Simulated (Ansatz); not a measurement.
The system is Li2Se.

```
Se Li
1.0
     0.00000    3.00250    3.00250
     3.00250    0.00000    3.00250
     3.00250    3.00250    0.00000
Se Li
1 2
Direct
  0.00000 0.00000 0.00000
  0.75000 0.75000 0.75000
  0.25000 0.25000 0.25000
```

Base run:

- Program: Ansatz 0.2.0
- Functional: PBE
- Potentials or basis: Ansatz PAW
- Cutoff: 420 eV
- Density cutoff: 1680 eV
- k mesh: 8 × 8 × 8
- Occupations: fermi-dirac, width 0.05 eV
- Spin: no spin polarisation

Its results: band gap on the k mesh 2.98 eV, indirect (least direct gap 3.38 eV); pressure 0.0 GPa.

After a change of settings the same cell gave: band gap on the k mesh 2.85 eV, indirect (least direct gap 3.25 eV); pressure 0.0 GPa. Which change was it?
A. functional from PBE to PBEsol; occupations from fermi-dirac, width 0.05 eV to fixed; potential files from those of the base run to others of the same set
B. functional from PBE to r2SCAN; cutoff from 420 eV to 500 eV; density cutoff from 1680 eV to 2000 eV; occupations from fermi-dirac, width 0.05 eV to fixed; potential files from those of the base run to others of the same set
C. functional from PBE to LDA; occupations from fermi-dirac, width 0.05 eV to fixed; potential files from those of the base run to others of the same set
D. spin from no spin polarisation to spin-orbit coupling, no magnetisation; potential files from those of the base run to others of the same set

D.

Spin-orbit coupling splits the band edges, which narrows the gap.

Not every run made on this cell is shown here.
